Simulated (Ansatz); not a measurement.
Write the native input for Ansatz 0.2.0 that does the following.

```
Task                : band structure
Functional          : PBE
Potentials or basis : all-electron LAPW, relativistic spinors
Cutoff              : 278 eV (chosen from the basis error)
Basis error allowed : 0.001 eV/atom
k mesh              : 6 × 6 × 6
Occupations         : fermi-dirac, width 0.05 eV
Spin                : spin-orbit coupling, no magnetisation
```

HgSe:

```
Hg Se
1.0
     0.00000    3.03900    3.03900
     3.03900    0.00000    3.03900
     3.03900    3.03900    0.00000
Hg Se
1 1
Direct
  0.00000 0.00000 0.00000
  0.75000 0.75000 0.75000
```

These files were run (other wordings do the same):

input.yaml

```yaml
crystal:
  lattice:
    - [0.0, 3.039, 3.039]
    - [3.039, 0.0, 3.039]
    - [3.039, 3.039, 0.0]
  atoms:
    - { symbol: Hg, position: [0.0, 0.0, 0.0] }
    - { symbol: Se, position: [0.75, 0.75, 0.75] }
kpoints:
  mp_grid: { grid: [6, 6, 6] }
  band_path:
    path:
      - [0.0, 0.0, 0.0]
      - [0.5, 0.0, 0.5]
      - [0.5, 0.25, 0.75]
      - [0.375, 0.375, 0.75]
      - [0.0, 0.0, 0.0]
      - [0.5, 0.5, 0.5]
      - [0.625, 0.25, 0.625]
      - [0.5, 0.25, 0.75]
    npoints: 8
scf:
  occupations: { method: fermi_dirac, width: 0.05 }
hamiltonian:
  xc: pbe
  pseudopotentials: { kind: all_electron, lapw: { basis_error: 0.001 } }
magnetization:
  noncollinear: true
  spin_orbit: true
output:
  forces: true
  stress: true
  eigenvalues: true
```

Potentials or basis: all-electron LAPW, relativistic spinors.

Run with:

```sh
$ ansatz run input.yaml --threads 1 --pin off --max-ram 3072MiB --backend cpu --events-out ev --progress --plain --runs-dir out
```

It gave:

```
Pressure                : 4.2 GPa
Band gap along the path : none (metal or under the smearing width)
```

Caveat: the k mesh is thin for a metal, which can move the energy by tens of meV per atom.

Run time: 2.1 min on 1 thread of Arm Neoverse V2, with other jobs on the host, peak memory 0.46 GiB.
